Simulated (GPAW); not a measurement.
The system is Li.

```
Li
1.0
    -1.75465    1.75465    1.75465
     1.75465   -1.75465    1.75465
     1.75465    1.75465   -1.75465
Li
1
Direct
  0.00000 0.00000 0.00000
```

Base run:

```yaml
Program: GPAW 26.7.0
Functional: PBE
Potentials_or_basis: PAW data sets generated in the run's folder for this functional
Cutoff: 800 eV
Basis: pw
k_mesh: 11 × 11 × 11
Occupations: fermi-dirac, width 0.05 eV
Spin: no spin polarisation
```

Its results: pressure -0.8 GPa.

The run is repeated on the same cell with these changes: functional from PBE to LDA; band points from 80 to 60. What comes out?

Pressure -1.5 GPa.
